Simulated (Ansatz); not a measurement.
# Tl (simple hexagonal type): the cost of one run

Program: Ansatz 0.2.0. Level of theory: DFT PBE, with the methods named in each step. These are calculated values, not measurements.

## 1. The starting structure

Symmetry: P6/mmm, No. 191, hexagonal system. Conventional cell: a = 3.427 Å, b = 3.427 Å, c = 3.221 Å, α = 90.00°, β = 90.00°, γ = 120.00°. Tl (site symmetry 6/mmm) is surrounded by 8 Tl at 3.22 to 3.43 Å.

As a file:

```
CELL_PARAMETERS angstrom
3.42652 0.00000 0.00000
-1.71326 2.96746 0.00000
0.00000 0.00000 3.22093
ATOMIC_POSITIONS crystal
Tl 0.00000 0.00000 0.00000
```

Whether this phase is the stable one at these pressures isn't tested.

## 2. Cell relaxed at zero pressure, PAW

input.yaml

```yaml
crystal:
  lattice:
    - [3.4265239258, 0.0, 0.0]
    - [-1.7132619629, 2.9674567664, 0.0]
    - [0.0, 0.0, 3.2209324903]
  atoms:
    - { symbol: Tl, position: [0.0, 0.0, 0.0] }
kpoints:
  mp_grid: { grid: [14, 14, 13] }
scf:
  occupations: { method: fermi_dirac, width: 0.1 }
hamiltonian:
  xc: pbe
  pseudopotentials: { kind: paw }
output:
  forces: true
  stress: true
  write_density: true
  write_potential: true
  elf: true
  volumetric_format: npy
relax:
  f_tol: 0.005
  max_steps: 40
  cell: {}
```

Started as:

```console
$ ansatz run input.yaml --threads 1 --pin off --max-ram 2048MiB --backend cpu --events-out ev --progress --plain --runs-dir out
```

What time and memory should one allow on 1 thread of Arm Neoverse V1, shared host?

About 12 s, with a peak of 0.35 GiB.
